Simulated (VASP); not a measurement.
**LiF (strained rocksalt): one r²SCAN single-point calculation in two programs**

```
CELL_PARAMETERS angstrom
0.05775 1.99058 1.99058
1.99058 0.05775 1.99058
1.99058 1.99058 0.05775
ATOMIC_POSITIONS crystal
Li 0.00000 0.00000 0.00000
F 0.50000 0.50000 0.50000
```

Each program uses its own PAW datasets. VASP's cell holds 10 valence electrons and Ansatz's 10. Ansatz's stress includes a Pulay correction; VASP's doesn't.

Cutoffs: 520 eV in VASP, 500 eV in Ansatz. k meshes: 10×10×10 and 10×10×10.

```json
{"": "gap between bands v and c", "VASP": "10.97 eV", "Ansatz": "10.73 eV"}
{"": "least direct gap", "VASP": "10.97 eV", "Ansatz": "10.73 eV"}
{"": "pressure", "VASP": "3.8 GPa", "Ansatz": "4.5 GPa"}
```

Band v is the last that the valence electrons fill when counted band by band, and c is the next. Levels in eV from the top of v, Ansatz:

| point | v−1 | v | c | c+1 |
| --- | --- | --- | --- | --- |
| Γ | 0.00 | 0.00 | 10.73 | 25.35 |
| X | -1.36 | -1.07 | 16.71 | 17.83 |
| K | -1.89 | -0.80 | 16.15 | 16.84 |
| L | -0.22 | -0.22 | 12.44 | 18.38 |
| W | -2.37 | -0.98 | 16.60 | 17.03 |

VASP:

| point | v−1 | v | c | c+1 |
| --- | --- | --- | --- | --- |
| Γ | 0.00 | 0.00 | 10.97 | 25.20 |
| X | -1.37 | -1.08 | 16.75 | 17.73 |
| K | -1.88 | -0.81 | 16.14 | 16.87 |
| L | -0.22 | -0.22 | 12.43 | 18.55 |
| W | -2.39 | -0.97 | 16.61 | 17.04 |
